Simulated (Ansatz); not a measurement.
Here is an Ansatz 0.2.0 calculation.

The input input.yaml:

```yaml
crystal:
  lattice:
    - [-2.029189411, 2.029189411, 1.6607599896]
    - [2.029189411, -2.029189411, 1.6607599896]
    - [2.029189411, 2.029189411, -1.6607599896]
  atoms:
    - { symbol: Sn, position: [0.0, 0.0, 0.0] }
kpoints:
  mp_grid: { grid: [10, 10, 10] }
scf:
  occupations: { method: fermi_dirac, width: 0.05 }
hamiltonian:
  xc: pbesol
  pseudopotentials: { kind: all_electron, lapw: { basis_error: 0.001 } }
output:
  forces: true
  stress: true
  eigenvalues: true
  populations: true
```

Potentials or basis: all-electron LAPW, scalar-relativistic.

The run is started by

```bash
$ ansatz run input.yaml --threads 1 --pin off --max-ram 3072MiB --backend cpu --events-out ev --progress --plain --runs-dir out
```

(1) Predict the band gap on the k mesh.

(2) Predict the pressure.

## Answers

(1) none (metal or under the smearing width).

(2) -1.9 GPa.
